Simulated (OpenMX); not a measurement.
# Te2Mo under changes of volume

One of the cells (133.495 Å³/atom); the others are scaled copies at fixed shape and fractional positions:

```xyz
6
Lattice="6.3616 0.0000 0.0000 0.0000 3.4804 0.0000 -0.0857 0.0000 36.1759" Properties=species:S:1:pos:R:3 pbc="T T T"
Te    2.6844    2.6103   19.5604
Te    3.5915    0.8701   16.6155
Te    5.8104    0.8701   20.1329
Te    0.4655    2.6103   16.0430
Mo    1.1110    0.8701   17.9963
Mo    5.1649    2.6103   18.1796
```

- Program: OpenMX 3.8.5
- Functional: LDA
- Potentials or basis: OpenMX 2013 LDA set, Te7.0-s3p2d2f1, Mo7.0-s3p2d2, fixed grid of 84 × 48 × 486 points
- k mesh: 5 × 9 × 1
- Occupations: fermi-dirac, width 0.05 eV
- Spin: no spin polarisation

```tsv
volume (Å³/atom)	energy over the lowest point (meV/atom)	largest force (eV/Å)
125.485	14.36	1.220
128.155	3.26	0.824
130.825	0.00	0.413
133.495	3.78	0.176
136.165	?	?
138.835	29.58	0.563
141.505	50.23	0.865
```

What does the run at 136.165 Å³/atom give?

Energy over the lowest point 13.88 meV/atom; largest force 0.370 eV/Å.

Worked out: A Birch-Murnaghan fit of order 3 (a polynomial in V^(-2/3)) to the other rows has its minimum at 130.67 Å³/atom with B0 = V·E''(V) = 21 GPa and B' = 4.6 at fixed shape and positions, which overstates the stiffness. It gives 13.88 meV/atom at 136.165 Å³/atom, against the run's 13.88.

Energies are extrapolated to zero smearing.

Caveats: the basis has few d functions beyond the semicore shells, which can make volumes several per cent too large; the basis of atomic orbitals isn't converged, which shifts pressures, moduli and gaps.
